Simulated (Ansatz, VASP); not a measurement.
## Cl in VASP and in Ansatz

```
Cl
1.0
     3.18639   -2.27961    0.00000
     3.18639    2.27961    0.00000
     0.00000    0.00000    8.31804
Cl
4
Direct
  0.37000 0.63000 0.40000
  0.13000 0.87000 0.90000
  0.63000 0.37000 0.60000
  0.87000 0.13000 0.10000
```

Change from the starting cell: volume scaled by 1.04.

Alike in both runs: task single point; functional PBEsol; k mesh 7 × 7 × 4; occupations fermi-dirac, width 0.05 eV; no spin polarisation.

|  | VASP | Ansatz |
| --- | --- | --- |
| version | VASP 6.6.1 | Ansatz 0.2.0 |
| potentials or method | VASP PAW PBE potentials, release 64 (Cl) | Ansatz PAW |
| plane-wave cutoff (eV) | 520 | 420 |
| valence electrons in the cell | 28 | 28 |

VASP gave:

* gap on the k mesh at the Fermi level (eV): 2.34
* least direct gap on the mesh (eV): 2.39
* pressure (GPa): -2.0
* largest component of the traceless stress (GPa): 2.05
* rms of the force components (eV/Å): 0.414

Q: Estimate Ansatz's values.

A: gap on the k mesh at the Fermi level (eV): 2.29; least direct gap on the mesh (eV): 2.35; pressure (GPa): -1.8; largest component of the traceless stress (GPa): 1.84; rms of the force components (eV/Å): 0.340.

Atom by atom the forces differ by 0.075 eV/Å (rms over components). With one functional, cell and mesh, what is left measures potentials, basis and numerics.

Caveats: the PAW data sets were made with another functional, which shifts forces and pressure a little (VASP); an odd mesh through Γ misses points on the zone boundary, where band edges often lie (VASP); odd divisions of the mesh miss points on the zone boundary, where band edges often lie, so the gap on the mesh can be too wide (Ansatz); the PAW data sets come from PBE, with cores solved anew for the run's functional, which leaves a small shift of forces and pressure (Ansatz).
